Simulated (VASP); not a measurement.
Write the native input for VASP 6.6.1 that does the following.

```
Task                   : single point
Functional             : PBEsol
Potentials or basis    : VASP PAW PBE potentials, release 64 (Fe, Si)
Cutoff                 : 520 eV
k mesh                 : 16 × 16 × 8
Occupations            : gaussian, width 0.1 eV
Spin                   : no spin polarisation
Dipole correction      : no
Further INCAR settings : ALGO = Fast; EDIFF = 1e-06; NBANDS = 15
```

The structure of FeSi2 lies in POSCAR:

```
FeSi2
1.0
    2.7565700233      0.0000000000      0.0000000000
    0.0000000000      2.6620324898      0.0000000000
    0.0000000000      0.0000000000      5.0800070404
Fe Si
1 2
Direct
    0.0000000000      0.0000000000      0.0000000000
    0.5000000000      0.5000000000      0.2707022601
    0.5000000000      0.5000000000      0.7292977399
```

The cell isn't the ideal one: uniaxial strain along a, b, c and atoms relaxed: +3.0 %.

The input as run:

INCAR

```
SYSTEM = FeSi2
PREC = Accurate
ENCUT = 520
EDIFF = 1E-6
ISMEAR = 0
SIGMA = 0.1
LREAL = .FALSE.
LASPH = .TRUE.
NELM = 100
ALGO = Fast
ISIF = 2
LWAVE = .FALSE.
LCHARG = .FALSE.
GGA = PS
NBANDS = 15
```

KPOINTS

```
regular mesh
0
G
  16 16 8
  0 0 0
```

Potentials or basis: VASP PAW PBE potentials, release 64 (Fe, Si).

Launch:

```bash
$ cat potpaw_PBE.64/Fe/POTCAR potpaw_PBE.64/Si/POTCAR > POTCAR
$ mpirun -np 1 vasp_std > vasp.out
```

Results of the run:

The pressure is -2.5 GPa. The largest force is 0.016 eV/Å and the band gap on the k mesh is none (metal or under the smearing width).

Caveat: the PAW data sets were made with another functional, which shifts forces and pressure a little.

Wall time 80 s on 1 thread of Intel(R) Xeon(R) 6975P-C (Granite Rapids) (shared host), peak memory 0.33 GiB.
